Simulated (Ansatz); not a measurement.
## A film clamped to a substrate in BN

Method: Ansatz, DFT r2SCAN, scalar-relativistic, plane waves, PAW. Cutoff 500 eV, Γ-centred 12×12×12 k-points, Gaussian smearing of 0.05 eV. No spin polarisation. Energies are free energies at this smearing, counted from the undisturbed cell; pressure is positive in compression.

The undisturbed cell (relaxed at this level):

```yaml
crystal:
  lattice:
    - [0.00000, 1.80481, 1.80481]
    - [1.80481, 0.00000, 1.80481]
    - [1.80481, 1.80481, 0.00000]
  atoms:
    - { symbol: B, position: [0.00000, 0.00000, 0.00000] }
    - { symbol: N, position: [0.75000, 0.75000, 0.75000] }
```

The cell (2 atoms, V0 = 11.76 Å³) is strained by p along both x and y and by q along z, fractional coordinates fixed. τp = (1/V0) ∂E/∂p = (σxx + σyy)(1 + p)(1 + q) and τq = (1/V0) ∂E/∂q = σzz(1 + p)², with tension positive.

| p | q | ΔE (meV/atom) | τp (GPa) | τq (GPa) |
| --- | --- | --- | --- | --- |
| 0.000 | 0.000 | 0.00 | -0.07 | -0.04 |
| -0.040 | 0.000 | 63.91 | -90.69 | -15.57 |
| 0.040 | 0.000 | 54.03 | 70.74 | 12.71 |
| 0.000 | -0.040 | 24.96 | -16.55 | -34.48 |
| 0.000 | 0.040 | 23.42 | 11.80 | 31.47 |

Get the second derivatives of the energy density.

Central differences give A = ∂τp/∂p = 2018 GPa (C11 + C22 + 2 C12), C = ∂τq/∂q = 824 GPa (C33) and the cross term B = ∂τq/∂p = 354 GPa (C13 + C23); ∂τp/∂q = 354 GPa must equal B, and any difference shows higher-order terms. Steps this large leave an error of some per cent of A or C in all of these, which can swamp a small B. The ions are clamped. In a cubic crystal C11 = C = 824, C12 = B/2 = 177 GPa and A should be 2(C11 + C12) = 2002 GPa; the bulk modulus is (C11 + 2 C12)/3 = 393 GPa.

A film of this crystal grows with z along the normal on a substrate that imposes p. How does its thickness respond, and what does the misfit cost?

Count p and q from the stress-free cell. A free surface needs τq = 0, so q = −(B/C) p = -0.43 p. The energy density left is (A − B²/C) p²/2 = M p², with the biaxial modulus M = 933 GPa; a misfit of 1 % costs 3.42 meV/atom, against 3.70 meV/atom if the thickness were held.

At p = 0.080 the energies along q are 209.5 (q = -0.080), 184.8 (q = -0.040), 199.8 (q = 0.000), 251.4 (q = 0.040), 336.3 (q = 0.080) meV/atom.

Does the linear rule hold at this misfit?

A parabola through the lowest point and its neighbours has its minimum at q = -0.035, 184.5 meV/atom. With the stress left in the starting cell, τp0 and τq0, linear elasticity gives q = −(τq0 + Bp)/C = -0.034 and E = V0(τp0 p + τq0 q + Ap²/2 + Bpq + Cq²/2)/N = 219.0 meV/atom. The energies differ by more than a tenth, so the quadratic law fails here: the gap holds the anharmonic part, with some error from the wide steps. Cubic terms also shift the vertex of so wide a parabola.